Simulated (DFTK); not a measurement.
Cs:

```
Cs
1.0
    -3.12847    3.12847    3.12847
     3.12847   -3.12847    3.12847
     3.12847    3.12847   -3.12847
Cs
1
Direct
  0.00000 0.00000 0.00000
```

```yaml
Program: DFTK 0.8.2
Task: single point
Functional: PBE
Potentials_or_basis: dojo.nc.sr.pbe.v0_4_1.standard.upf (PBE)
Cutoff: 789 eV
k_mesh: 6 × 6 × 6
Occupations: fermi-dirac, width 0.05 eV
Spin: no spin polarisation
```

On this cell: pressure -0.1 GPa; band gap on the k mesh none (metal or under the smearing width).

The same run follows on a disturbed copy (cell strained at random at fixed volume):

```
Cs
1.0
    -3.26995    3.20716    3.27462
     3.13948   -3.06094    2.99793
     3.18433    2.97532   -3.12840
Cs
1
Direct
  0.99977 0.00612 0.00319
```

Problem. What does the disturbed cell give?

Solution. The energy (extrapolated to zero smearing) moves by -0.8 meV/atom; pressure -0.1 GPa; band gap on the k mesh none (metal or under the smearing width).
